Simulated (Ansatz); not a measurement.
Consider ZnTe in the zinc blende structure (space group F-43m, No. 216; a = 6.1792 Å). Axes: x, y, z lie along the cube axes.

The values are results of PBE in Ansatz (plane waves to 420 eV, PAW, without spin-orbit coupling), earlier PAW set, not measurements.

For the base:

```
Quantity                             Value
---------------------  -------------------
Band gap                           1.07 eV
Valence-band top at Γ  0.00, 0.00, 0.00 eV
```

It is then changed as follows: biaxial strain +1.06 %, plane normal [001], relaxed out of plane (Cartesian); in-plane vectors clamped, the third vector and the atoms free.

Q: How does this affect the band gap, in-plane stress, valence-band top at Γ and out-of-plane strain?

A: The band gap decreases by 0.10 eV, from 1.07 eV to 0.97 eV; the mean in-plane stress (compression positive) amounts to -0.6 GPa; the valence-band top at Γ (three highest levels, from the VBM) goes from 0.00, 0.00, 0.00 eV to 0.00, -0.08, -0.08 eV; the out-of-plane strain amounts to -1.12 %.

With Te present, leaving out spin-orbit coupling can change the band edges. No phonon test of stability was made.

Ansatz is a program for electronic structure.
